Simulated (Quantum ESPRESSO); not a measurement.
Crystal: Mn3Si.

```xyz
4
Lattice="0.0000 2.8610 2.8610 2.8610 0.0000 2.8610 2.8610 2.8610 0.0000" Properties=species:S:1:pos:R:3 pbc="T T T"
Mn    4.2915    4.2915    4.2915
Mn    1.4305    1.4305    1.4305
Mn    2.8610    2.8610    2.8610
Si    0.0000    0.0000    0.0000
```

Base run:

* Program: Quantum ESPRESSO 7.5
* Functional: PBEsol
* Potentials or basis: GBRV 1.5 PBEsol
* Cutoff: 612 eV
* Density cutoff: 4898 eV
* k mesh: 7 × 7 × 7
* Occupations: fermi-dirac, width 0.05 eV
* Spin: collinear spin, ferromagnetic start
* Starting moments: [4.0, 4.0, 4.0, 0.0] μB

Its results: band gap on the k mesh none (metal or under the smearing width); pressure -15.8 GPa; net moment 1.01 μB per cell; site moments Mn -0.84, +2.61; Si +0.04 μB.

**Question.** The run is repeated on the same cell with these changes: hubbard terms from none to Mn d U = 2 eV. What comes out?

**Answer.** Band gap on the k mesh none (metal or under the smearing width); pressure 14.5 GPa; net moment 8.97 μB per cell; site moments Mn +2.97, +2.94; Si -0.17 μB.

Caveats: the U is typed as a test and isn't derived for this compound (some runs).

Not every run made on this cell is shown here.
